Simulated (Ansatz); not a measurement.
Consider the following.

AlSb (zinc blende, space group No. 216), a = b = c = 6.157 Å, α = β = γ = 90.00°; the cell used has 2 atoms.

This is the PBEsol-relaxed structure.

Q: All from PBEsol (plane waves, PAW; program Ansatz), unless another level is named. Estimate the largest static χ(2) component.

A: 190 pm/V.

Q: Predict the Born charges (a third of the trace).

A: Sb -1.85, Al +1.85 e.

Q: What about the electronic dielectric constant ε∞ (DFPT)?

A: 11.8.

Space group F-43m (zinc blende). The PBEsol relaxation kept the symmetry of its start. Spin–orbit coupling is left out wherever it is not named.

Potentials: the later of the program's two PAW sets.
